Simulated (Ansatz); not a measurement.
# Trial inputs on Hg

All trials start from this Ansatz input:

```yaml
crystal:
  lattice:
    - [0.0, 2.3919113801, 2.3919113801]
    - [2.3919113801, 0.0, 2.3919113801]
    - [2.3919113801, 2.3919113801, 0.0]
  atoms:
    - { symbol: Hg, position: [0.0, 0.0, 0.0] }
basis:
  ecutwfc: 420
kpoints:
  mp_grid: { grid: [8, 8, 8] }
hamiltonian:
  xc: pbe
scf:
  occupations: { method: gaussian, width: 0.1 }
output:
  forces: true
  stress: true
  eigenvalues: true
```

Command:

```bash
ansatz run input.yaml --threads 1 --pin off --max-ram 1331MiB --backend cpu --events-out ev --progress --plain --runs-dir out
```

The run converges in 6 SCF iterations on 29 irreducible k-points: pressure 1.78 GPa, no gap.

The inputs are trials, many of them unsound on purpose. Their numbers show the effect of the settings and aren't properties of the material. Each trial's input is given as a difference from the reference's; energies are extrapolated to zero smearing where there is one, and pressure is positive in compression. Charged cells sit in a uniform background, and their pressures hang on that convention.

Trial 1:

```diff
 kpoints:
-  mp_grid: { grid: [8, 8, 8] }
+  mp_grid: { grid: [1, 1, 1] }
```

The run converges in 6 SCF iterations on 1 irreducible k-point: energy 9.88 eV per atom below the reference, pressure -60.01 GPa, gap on the sampled k-points 19.12 eV (the reference is a metal, so it comes from the sampling or the changed settings).

Trial 2:

```diff
 kpoints:
-  mp_grid: { grid: [8, 8, 8] }
+  mp_grid: { grid: [2, 2, 2] }
 hamiltonian:
-  xc: pbe
+  xc: pw92
+  hubbard: { sites: [{ species: Hg, l: d, u: 4.0, j: 0.9 }] }
 scf:
+  n_extra_bands: 30
+  max_iter: 60
 output:
+  populations: true
```

The run converges in 11 SCF iterations on 3 irreducible k-points: pressure 2.05 GPa, no gap. It warns that the count of filled bands differs between k-points. Under a U the state reached may not be the lowest.

Trial 3:

```diff
 basis:
-  ecutwfc: 420
+  ecutwfc: "23 Ha"
 hamiltonian:
-  xc: pbe
+  xc: revpbe
 scf:
-  occupations: { method: gaussian, width: 0.1 }
+  occupations: { method: fermi_dirac }
+  n_extra_bands: 2
```

The run converges in 6 SCF iterations on 29 irreducible k-points: pressure 3.16 GPa, no gap.

Trial 4:

```diff
 basis:
-  ecutwfc: 420
+  ecutwfc: 370
 output:
+  bader: true
```

The run converges in 6 SCF iterations on 29 irreducible k-points: energy 1.10 meV per atom above the reference, pressure 1.78 GPa, no gap. It warns that the cutoff lies under the recommended one, 420 eV for these potentials.

Trial 5:

```diff
 kpoints:
-  mp_grid: { grid: [8, 8, 8] }
+  mp_grid: { grid: [6, 6, 6], shift: [0.5, 0.5, 0] }
 scf:
+  n_extra_bands: 5
+  max_iter: 73
+magnetization:
+  spin_polarized: true
+  initial_magnetization: 24
```

The program refuses the input:

```text
Error: inconsistent input (scf.n_extra_bands): n_bands = 15 cannot host the net starting moment |Σ_I m_I| = 24.0000 μB: with N_el = 20 the majority spin channel must hold (N_el + |M|)/2 = 22.0000 electrons at no more than one per band — at least 22 bands (15 bands cap the reachable moment at 2·n_bands − N_el = 10.0000 μB) …
```

Next try, with these keys changed back:

```diff
 scf:
-  n_extra_bands: 5
```

The run converges in 14 SCF iterations on 28 irreducible k-points: energy 6.30 meV per atom above the reference, pressure 0.20 GPa, no gap, cell moment 0.00 μB. It warns that the starting moments were lost; that the mesh lowers the symmetry.

Trial 6:

```diff
 kpoints:
-  mp_grid: { grid: [8, 8, 8] }
+  mp_grid: { grid: [2, 2, 2] }
 hamiltonian:
+  hubbard:
+    sites: [{ species: Hg, l: d, u_eff: 0.5 }]
+    projectors: ortho-atomic
+magnetization:
+  spin_polarized: true
```

The run converges in 12 SCF iterations on 3 irreducible k-points: pressure 6.93 GPa, no gap, cell moment 0.25 μB (the reference has none, and so few k-points can make one). It warns that the count of filled bands differs between k-points; that no starting moments were given.

Trial 7:

```diff
+total_charge: 1
 basis:
-  ecutwfc: 420
+  ecutwfc: "49 Ry"
 kpoints:
-  mp_grid: { grid: [8, 8, 8] }
+  mp_grid: { kspacing: 0.56 }
 scf:
+  mixing: { ndim: 3, preconditioner: local_kerker }
+  initial_density: { chi_scale: 0, normalization: atom }
+  max_iter: 80
+  convergence: { dr2_threshold: "1e-7 eV" }
```

The run converges in 8 SCF iterations on 10 irreducible k-points: pressure -9.00 GPa (with the neutralising background of the charged cell), no gap. It warns that the SCF threshold is loose for the stress.

Trial 8:

```diff
 hamiltonian:
-  xc: pbe
+  xc: pbesol
 scf:
-  occupations: { method: gaussian, width: 0.1 }
+  occupations: { method: fermi_dirac, width: "3000 K" }
+  n_extra_bands: 2
```

The run converges in 6 SCF iterations on 29 irreducible k-points: pressure -2.96 GPa, no gap.